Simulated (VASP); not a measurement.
A run of VASP 6.6.1 is set up as follows.

Contents of INCAR:

```
SYSTEM = Au
PREC = Accurate
ENCUT = 520
EDIFF = 1E-6
ISMEAR = 0
SIGMA = 0.1
LREAL = .False.
LASPH = .True.
NELM = 100
ALGO = Fast
ISIF = 2
LWAVE = .False.
LCHARG = .True.
GGA = PS
LELF = .True.
LVHAR = .True.
NBANDS = 12
ISYM = 0
```

KPOINTS

```
Automatic mesh
0
Gamma
  12 12 14
  0 0 0
```

Contents of POSCAR:

```
Au
1.0
    2.8005981041     -0.0000616741     -0.0244610252
   -1.4003524633      2.4254816150      0.0000000000
    1.3789180755      0.7961187221      2.4575480943
Au
1
Direct
    0.0000000000      0.0000000000      0.0000000000
```

Potentials or basis: VASP PAW PBE potentials, release 64 (Au).

Launch:

```console
$ cat potpaw_PBE.64/Au/POTCAR > POTCAR
$ mpirun -np 1 vasp_std > vasp.out
```

Q: What does it give for the band gap on the k mesh?

A: None (metal or under the smearing width).

Q: Predict the pressure.

A: 3.0 GPa.

Stress tensor (GPa, compression positive):
```
 4.69  0.02 -0.05
 0.02  4.67 -0.03
-0.05 -0.03 -0.30
```

Caveat: the PAW data sets were made with another functional, which shifts forces and pressure a little. Spin-orbit coupling is left out, which matters for the levels of Au.
